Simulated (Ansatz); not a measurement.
**HfO2: equation of state with RPBE+D3(BJ)**

Crystal: HfO2.

```xyz
12
Lattice="5.2195 0.0000 0.0000 0.0000 5.0048 0.0000 0.0000 0.0000 5.0327" Properties=species:S:1:pos:R:3 pbc="T T T"
Hf    5.0472    3.6661    3.7314
Hf    2.7820    3.6661    1.2151
Hf    2.4375    1.3387    3.7314
Hf    0.1723    1.3387    1.2151
O     3.2994    4.6477    4.4251
O     4.5298    4.6477    1.9087
O     1.2211    2.7020    2.4776
O     1.3886    2.7020    4.9939
O     3.9984    2.3028    4.9939
O     3.8308    2.3028    2.4776
O     0.6896    0.3571    4.4251
O     1.9201    0.3571    1.9087
```

Measurements of this composition are mostly on another form, of space group No. 14.

| Item | Value |
| --- | --- |
| Program | Ansatz 0.2.0 |
| Task | equation of state |
| Functional | RPBE |
| Dispersion | D3(BJ) |
| Potentials or basis | Ansatz PAW |
| Cutoff | 420 eV |
| Density cutoff | 1680 eV |
| k mesh | 5 × 6 × 5 |
| Occupations | fermi-dirac, width 0.05 eV |
| Spin | no spin polarisation |

| Property | Result |
| --- | --- |
| Equilibrium volume | 10.64 Å³/atom |
| Bulk modulus at fixed shape and positions | 280 GPa |
| Pressure derivative of the bulk modulus | 4.3 |

Energy against volume, from the lowest point:
```tsv
volume (Å³/atom)	energy (meV/atom)
10.298	9.64
10.517	0.60
10.736	0.00
10.955	6.91
11.175	20.58
11.394	40.30
11.613	65.49
```

All runs of the series together: 2.9 min on 2 threads of AMD EPYC 7B13 (Zen 3), on a shared host.

Caveat: the potentials were made for another functional, which shifts forces and pressure; the cell was scaled at fixed shape and fractional positions, which overstates the stiffness of a crystal with free parameters, most of all of layers and chains. Spin-orbit coupling is left out, which matters for the levels of Hf.
